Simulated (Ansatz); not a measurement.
Relaxed RuO2 (rutile):

```
RuO2
1.0
    4.52339     0.00000     0.00000
    0.00000     4.52339     0.00000
    0.00000     0.00000     3.11902
Ru O
2 4
Direct
  0.50000   0.50000   0.50000
  0.00000   0.00000   0.00000
  0.80567   0.80567   0.50000
  0.30567   0.69433   0.00000
  0.69433   0.30567   0.00000
  0.19433   0.19433   0.50000
```

Scan: atom 4 (O, nearest neighbour Ru at 1.955 Å; its periodic images, 3.1 Å or more away, move with it) is displaced along Cartesian [111], direction (0.577, 0.577, 0.577) in Cartesian axes, by s. The other atoms stay.

These are PBE (plane waves to 420 eV, PAW, scalar-relativistic; Ansatz, a quantum-chemistry and plane-wave program) values and carry that method's errors. k mesh 8×8×12 (Γ-centred), Fermi-Dirac smearing 0.05 eV. The energy includes the smearing's −TS. Stress and pressure are positive under compression. With partly filled bands, energies and forces of such displacements shift with the k mesh and the smearing. F∥ is the force on the atom along that direction. F⊥ is the part of the force across the line. RuO2 is run without spin polarisation and with no Hubbard U. RuO2 was relaxed with its symmetry unable to fall. The zero of ΔE is the undisplaced structure.

| s (Å) | ΔE (meV/cell) | F∥ (eV/Å) | |F⊥| (eV/Å) | P (GPa) |
|---|---|---|---|---|
| -0.590 | 1431 | 4.186 | 2.688 | 4.2 |
| -0.472 | 967 | 3.653 | 2.046 | 2.8 |
| -0.354 | 574 | 2.994 | 1.403 | 1.7 |
| -0.236 | 267 | 2.173 | 0.847 | 0.8 |
| -0.118 | 69 | 1.155 | 0.389 | 0.2 |
| 0.000 | 0 | 0.000 | 0.001 | 0.0 |
| 0.118 | 69 | -1.155 | 0.389 | 0.2 |
| 0.236 | 267 | -2.173 | 0.847 | 0.8 |
| 0.354 | 574 | -2.994 | 1.403 | 1.7 |
| 0.472 | 967 | -3.653 | 2.046 | 2.8 |
| 0.590 | 1431 | -4.186 | 2.688 | 4.2 |

Read from the data:

```
Item                                                                                                                                                  Result
--------------------------------------------------------  --------------------------------------------------------------------------------------------------
Energy at s = 0.590 Å                                                                                                                          1431 meV/cell
Force along the line at s = -0.590 Å                                                                                                               4.19 eV/Å
Symmetry of the curve                                                                                                          even: the same for both signs
Shape of the curve                                                                            a single well with its minimum at or next to zero displacement
Force constant k = d²E/ds² at s = 0 (finite differences)                                                                                          9.99 eV/Å²
Harmonic estimate at the end of the scan                  ½ks² = 1738 meV/cell against the computed 1431 meV/cell, so the well is softer than harmonic there
```

(For displaced atoms, the force is minus the slope of the energy, and its curvature is a force constant, which sets phonon frequencies.)
